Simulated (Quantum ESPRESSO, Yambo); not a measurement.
# A GW chain in Yambo: SiC (Moissanite), part 3 of 3

Aim: the G0W0 gap of SiC (Moissanite) on PBE, step by step.

Quantum ESPRESSO 7.5 and Yambo 5.3.0; PBE and many-body steps on it, plane waves. Known limits of the many-body steps: not at the basis limit; coarse k mesh.

So far. Step 3 (Bands along the symmetry lines): The gap is 2.329 eV, as in the run before at this level. Step 4 (Empty states on the mesh, 3×3×4 mesh, 101 bands): On this mesh the gap is 2.329 eV.

## (6) Screening and self-energy, 3×3×4 mesh, 101 bands, screening to 129.3 eV

Now the one-shot GW correction: screening in the RPA, then the self-energy of the levels asked for.

This step: G0W0 on PBE, plane waves, norm-conserving pseudopotentials.

Contents of gw1.in:

```
HF_and_locXC
gw0
dyson
ppa
em1d
rim_cut
RandQpts= 1000000
RandGvec= 1 RL
EXXRLvcs= 74 Ry
VXCRLvcs= 296 Ry
Chimod= "HARTREE"
% BndsRnXp
 1 | 101 |
%
NGsBlkXp= 9.5 Ry
% LongDrXp
 1 | 1 | 1 |
%
% GbndRnge
 1 | 101 |
%
DysSolver= "n"
ExtendOut
PPAPntXp= 27.21138 eV
% QPkrange
 1 | 10 | 3 | 13 |
%
```

Started as:

```sh
$ OMP_NUM_THREADS=1 mpirun -n 8 yambo -F gw1.in -J gw1 -C gw1 > gw1.log
```

The program printed:

```text
 Yambo, version 5.3.0

 [02] CORE Variables Setup
 =========================

  [... cell, symmetries and grids as in the set-up ...]

  [02.05] Energies & Occupations
  ==============================

  [X] === General ===
  [X] Electronic Temperature                        :  0.000000  0.000000 [eV K]
  [X] Bosonic    Temperature                        :  0.000000  0.000000 [eV K]
  [X] Finite Temperature mode                       : no
  [X] El. density                                   :  0.38681E+24 [cm-3]
  [X] Fermi Level                                   :  9.800985 [eV]

  [X] === Gaps and Widths ===
  [X] Conduction Band Min                           :  2.329375 [eV]
  [X] Valence Band Max                              :  0.000000 [eV]
  [X] Filled Bands                                  :   8
  [X] Empty Bands                                   :    9  101
  [X] Direct Gap                                    :  4.402923 [eV]
  [X] Direct Gap localized at k                     :   4
  [X] Indirect Gap                                  :  2.329375 [eV]
  [X] Indirect Gap between kpts                     :   1   7
  [X] Last valence band width                       :  4.041689 [eV]
  [X] 1st conduction band width                     :  3.376941 [eV]

 [03] Transferred momenta grid and indexing
 ==========================================

 IBZ Q-points                                      :  10
 BZ  Q-points                                      :   36

 K/Q-points units:
 rlu = crystal or reduced units; cc = cartesian coordinates; iku = interal k-units

 Q [ 1]         [rlu]:  0.000000  0.000000  0.000000
 Q [ 2]         [rlu]:  0.000000  0.000000  0.250000
 Q [ 3]         [rlu]:  0.000000  0.000000 -0.500000
 Q [ 4]         [rlu]:  0.10530E-16  0.33333       0.0000
 Q [ 5]         [rlu]:  0.10530E-16  0.33333      0.25000
 Q [ 6]         [rlu]:  0.10530E-16  0.33333     -0.50000
 Q [ 7]         [rlu]:  0.333333  0.333333  0.000000
 Q [ 8]         [rlu]:  0.333333  0.333333  0.250000
 Q [ 9]         [rlu]:  0.333333  0.333333 -0.500000
 Q [10]         [rlu]: -0.10530E-16 -0.33333      0.25000

 [04] Coloumb potential Random Integration (RIM)
 ===============================================

  [04.01] RIM initialization
  ==========================

  * Diagonal components only detected *

  8 x (sBL volume)        :  0.197473 [a.u.]
  sBZ random points       :  1000000
  Points outside the sBZ  :   7980387
  RL volume               :  0.888629 [a.u.]
  Integrated volume       :  0.890813 [a.u.]

  [04.02] RIM integrals
  =====================

  Gamma point sphere radius             :  0.105630 [a.u.]
  Points outside the sphere             :   813512
  [Int_sBZ(q=0) 1/q^2]*(Vol_sBZ)^(-1/3) =:  7.220721
                                 should be <:  7.795600

  Summary of Coulomb integrals for non-metallic bands |Q|[au] RIM/Bare

  Q [1] 0.100000E-4 0.926256 * Q [2] 0.164665 0.633513
  Q [3] 0.329330 0.866147 * Q [4] 0.416047 1.148303
  Q [5] 0.447448 1.092121 * Q [10] 0.447448 1.090956
  Q [6] 0.530616 1.026046 * Q [7] 0.720615 1.047175
  Q [8] 0.739189 1.040740 * Q [9] 0.792303 1.027473

 [05] Dipoles
 ============

  [05.01] Setup: observables and procedures
  =========================================

  [WARNING] [x,Vnl] slows the Dipoles computation. To neglect it rename the ns.kb_pp file

 [06] Dynamic Dielectric Matrix (PPA)
 ====================================

 [SLK-Inversion]  Pools        :  2
 [SLK-Inversion]  BLACS grid   :  2  2

 [WR./gw1//ndb.pp]---------------------------------------------------------------
  Brillouin Zone Q/K grids (IBZ/BZ)                :   10   36   10   36
  RL vectors                                       :   3863 [WF]
  Coulomb cutoff potential                         : none
  Electronic Temperature                           :  0.000000 [K]
  Bosonic    Temperature                           :  0.000000 [K]
  PPA    diel. fun.  energies                      : Perdew, Burke & Ernzerhof(X)+Perdew, Burke & Ernzerhof(C)
  wavefunctions                                    : Perdew, Burke & Ernzerhof(X)+Perdew, Burke & Ernzerhof(C)
  Global Gauge                                     : length
  X matrix size                                    :  147
  X band range                                     :    1  101
  X e/h energy range                               : -1.000000 -1.000000 [eV]
  X Time ordering                                  : R
  X Hxc Kernel                                     : HARTREE
  X Drude frequency                                :  0.000000  0.000000
  X poles                                          :  100.0000 [o/o]
  RL vectors in the sum                            :   3863
  [r,Vnl] included                                 : yes
  Field direction                                  :  0.577350E-5  0.577350E-5  0.577350E-5
  BZ energy Double Grid                            : no
  BZ energy DbGd points                            : 0
  BZ Q point size factor                           : -1.000000
  X Optical Averaged directions                    : none

 [07] Local Exchange-Correlation + Non-Local Fock
 ================================================

 [VXC] Plane waves :  23969
 [EXS] Plane waves :  3009

 QP @ state[ 1 ] K range:   1  10
 QP @ state[ 1 ] b range:   3  13

 [xc] Functional : Perdew, Burke & Ernzerhof(X)+Perdew, Burke & Ernzerhof(C)
 [xc] LIBXC used to calculate xc functional
  PP Number of Atomic Species                      :  2
  NLCC RL compoments                               :  23969
  PP Number of Atomic Species                      :  2
  NLCC RL compoments                               :  23969

 [xc] E_xc :  -6.120660 [Ha]
      E_xc :  -12.24132 [Ry]

  Local XC kind (lXC) : Perdew, Burke & Ernzerhof(X)+Perdew, Burke & Ernzerhof(C)
  Non-Local XC kind (nlXC) : Hartree-Fock

  Corrections @ K [1] :  [eV]
 <3|nlXC|3> = -17.72872  0.51094E-17 <3|lXC|3> = -11.97909 -0.75527E-15
 <4|nlXC|4> = -18.00655  0.10307E-16 <4|lXC|4> = -14.53476  0.000000
 <5|nlXC|5> = -18.00594 -0.17716E-16 <5|lXC|5> = -14.53476  0.000000
 <6|nlXC|6> = -17.98777  0.16323E-16 <6|lXC|6> = -15.10346  0.000000
 <7|nlXC|7> = -17.98714 -0.24459E-16 <7|lXC|7> = -15.10346  0.000000
 <8|nlXC|8> = -17.12067 -0.14921E-17 <8|lXC|8> = -14.89325  0.000000
 <9|nlXC|9> = -6.663824  0.41607E-17 <9|lXC|9> = -12.13762  0.000000
 <10|nlXC|10> = -7.161953  0.44628E-17 <10|lXC|10> = -12.74280  0.000000
 <11|nlXC|11> = -5.585651 -0.24380E-17 <11|lXC|11> = -11.06625  0.000000
 <12|nlXC|12> = -5.586715 -0.43602E-17 <12|lXC|12> = -11.06625  0.75527E-15
[...]
Corrections @ K [2] :  [eV]
[...]
Corrections @ K [3] :  [eV]
[...]
Corrections @ K [4] :  [eV]
[...]
Corrections @ K [5] :  [eV]
[...]
[... 4 further k-points ...]
  Corrections @ K [10] :  [eV]
[...]
<9|nlXC|9> = -5.946289 -0.57419E-17 <9|lXC|9> = -10.77732  0.000000
 <10|nlXC|10> = -5.883785  0.29253E-17 <10|lXC|10> = -10.92691  0.000000
 <11|nlXC|11> = -5.932174 -0.24786E-18 <11|lXC|11> = -11.40672  0.000000
 <12|nlXC|12> = -6.405596  0.49512E-17 <12|lXC|12> = -12.48929  0.000000
 <13|nlXC|13> = -5.437974  0.30509E-17 <13|lXC|13> = -11.37044  0.000000

  [07.01] Hartree-Fock occupations report
  =======================================

  [Hartree-Fock] === General ===
  [Hartree-Fock] Electronic Temperature             :  0.000000  0.000000 [eV K]
  [Hartree-Fock] Bosonic    Temperature             :  0.000000  0.000000 [eV K]
  [Hartree-Fock] Finite Temperature mode            : no
  [Hartree-Fock] El. density                        :  0.38681E+24 [cm-3]
  [Hartree-Fock] Fermi Level                        :  9.800985 [eV]

  [Hartree-Fock] === Gaps and Widths ===
  [Hartree-Fock] Conduction Band Min                :  6.726132 [eV]
  [Hartree-Fock] Valence Band Max                   : -2.227423 [eV]
  [Hartree-Fock] Filled Bands                       :   8
  [Hartree-Fock] Empty Bands                        :    9  101
  [Hartree-Fock] Direct Gap                         :  12.32073 [eV]
  [Hartree-Fock] Direct Gap localized at k          :  1
  [Hartree-Fock] Indirect Gap                       :  8.953555 [eV]
  [Hartree-Fock] Indirect Gap between kpts          :   1   7
  [Hartree-Fock] Last valence band width            :  5.645538 [eV]
  [Hartree-Fock] 1st conduction band width          :  4.640648 [eV]

 [08] Dyson equation: Newton solver
 ==================================

  [08.01] G0W0 (W PPA)
  ====================

  [  GW  ] Bands range     :    1  101
  [GW/PPA] G damping       :  0.100000 [eV]

  QP @ state[ 1 ] K range:   1  10
  QP @ state[ 1 ] b range:   3  13

   Sc/G bands                                       :    1  101
   Sc/G damping                                     :  0.100000 ev
   Sc bands terminator                              : no
   Sx RL components                                 :  3009

   QP @ state[ 1 ] K range                          :   1  10
   QP @ state[ 1 ] b range                          :   3  13
   GF energies kind                                 : Perdew, Burke & Ernzerhof(X)+Perdew, Burke & Ernzerhof(C)
   GF WF`s kind                                     : Perdew, Burke & Ernzerhof(X)+Perdew, Burke & Ernzerhof(C)
   Xs energies kind                                 : Perdew, Burke & Ernzerhof(X)+Perdew, Burke & Ernzerhof(C)
   Xs WF`s kind                                     : Perdew, Burke & Ernzerhof(X)+Perdew, Burke & Ernzerhof(C)

 [11] Game Over & Game summary
```

The job ended after 61 s (8 MPI ranks of Intel Xeon 6975P-C (Granite Rapids), shared host; peak memory 3 GiB).

Numbers from this step:

* G0W0 gap on the mesh: 2.833 eV
* starting gap on the mesh: 2.329 eV
* k of the valence top: 0, 0, 0
* k of the conduction bottom: 0.3333, 0.3333, 0
* least direct G0W0 gap on the computed points: 5.262 eV
* Z at the valence top: 0.8007
* Z at the conduction bottom: 0.8285

The gap on the mesh goes from 2.33 eV to 2.83 eV, a correction of +0.50 eV.

Limits: finite bands, cutoff and mesh; coarse k mesh. v1 is the top filled band, c1 the lowest empty one. The levels before and after the correction (eV, zero at the valence-band top of each column):

```tsv
	conduction bottom	valence top
Kohn-Sham	2.33	0.00
G0W0	2.83	0.00
```

```tsv
	level	energy (eV)
Kohn-Sham	Γ v3-v2	-0.275
Kohn-Sham	Γ v1	0.000
Kohn-Sham	Γ c1	4.620
Kohn-Sham	Γ c2	6.019
Kohn-Sham	Γ c3	6.509
Kohn-Sham	(0.333 0.333 0) v3	-4.120
Kohn-Sham	(0.333 0.333 0) v2-v1	-4.042
Kohn-Sham	(0.333 0.333 0) c1	2.329
Kohn-Sham	(0.333 0.333 0) c2	7.984
Kohn-Sham	(0.333 0.333 0) c3	8.646
G0W0	Γ v3-v2	-0.366
G0W0	Γ v1	0.000
G0W0	Γ c1	5.415
G0W0	Γ c2	6.781
G0W0	Γ c3	7.203
G0W0	(0.333 0.333 0) v3	-4.602
G0W0	(0.333 0.333 0) v2-v1	-4.491
G0W0	(0.333 0.333 0) c1	2.833
G0W0	(0.333 0.333 0) c2	8.972
G0W0	(0.333 0.333 0) c3	9.704
```

## (7) Where the time went

Times are wall times on the hardware named with each run, good to a factor of about two.

```tsv
step	time	share	memory (GiB)
ground state	2.4 s	3 %	0.51
bands along the symmetry lines	2.3 s	3 %	0.45
empty states on the mesh	2.6 s	4 %	0.43
conversion and set-up	2.3 s	3 %	0.23
screening and self-energy	61 s	86 %	3.0
```

## (8) Results

- PBE gap: 2.33 eV, indirect
- G0W0 gap on the mesh: 2.83 eV
- GW settings: 3×3×4 mesh, 101 bands, screening to 129.3 eV, Godby-Needs plasmon pole
- known limits: not at the basis limit; coarse k mesh

What this shows: G0W0 moves the gap on the mesh from 2.33 eV to 2.83 eV (+0.50 eV), with Z of 0.80 and 0.83 at the edges. The dearest step here is «screening and self-energy». Against experiment, by G0W0@PBE: the gap of 2.83 eV lies −0.50 eV from the measured 3.33 eV (kind not stated, quoted 2020). The calculation has static nuclei and no excitons; a measured gap holds zero-point and thermal motion, which mostly lowers it. Bands and cutoff are finite, so the gap is not at the basis limit. The miss can reach some tenths of an eV and take either sign; the mesh is an error of its own. The 3×3×4 mesh is coarse for this cell, which bears on the long-range parts of exchange and screening.

[Paths, hosts, dates, memory and timing lines, banners, echoed tables and standing remarks are left out of the program output.]

[Logs are printed without paths, hosts, clocks, repeated set-up lines and the standing remarks that a program may print on its own settings, such as how far it seeks lower states.]

[Runs of the session that timed out or met a known fault of the program may be left out.]

[Hosts, paths, dates, database ids (printed as entryN), source tags and the programs' standing remarks are cut or masked in the printed files.]
